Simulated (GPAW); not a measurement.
AlNi:

```xyz
2
Lattice="2.8810 0.0000 0.0000 0.0000 2.8810 0.0000 0.0000 0.0000 2.8810" Properties=species:S:1:pos:R:3 pbc="T T T"
Ni    1.4405    1.4405    1.4405
Al    0.0000    0.0000    0.0000
```

Base run:

```yaml
Program: GPAW 26.7.0
Functional: PBE
Potentials_or_basis: GPAW PAW data sets (gpaw-data 1.2.1)
Cutoff: 600 eV
Basis: pw
k_mesh: 9 × 9 × 9
Occupations: gaussian, width 0.1 eV
Spin: collinear spin, ferromagnetic start
Starting_moments: "[1.0, 0.0] μB"
```

Its results: band gap on the k mesh none (metal or under the smearing width); pressure 2.8 GPa; net moment 0.00 μB per cell.

Task: The run is repeated on the same cell with these changes: functional from PBE to LDA; potentials or basis from GPAW PAW data sets (gpaw-data 1.2.1) to the program's PAW data sets (release 1.2.1) made for this functional. What comes out?

Result: Band gap on the k mesh none (metal or under the smearing width); pressure -7.8 GPa; net moment 0.00 μB per cell.

Caveats: the stock nickel data set gives pressures a few GPa off other programs.
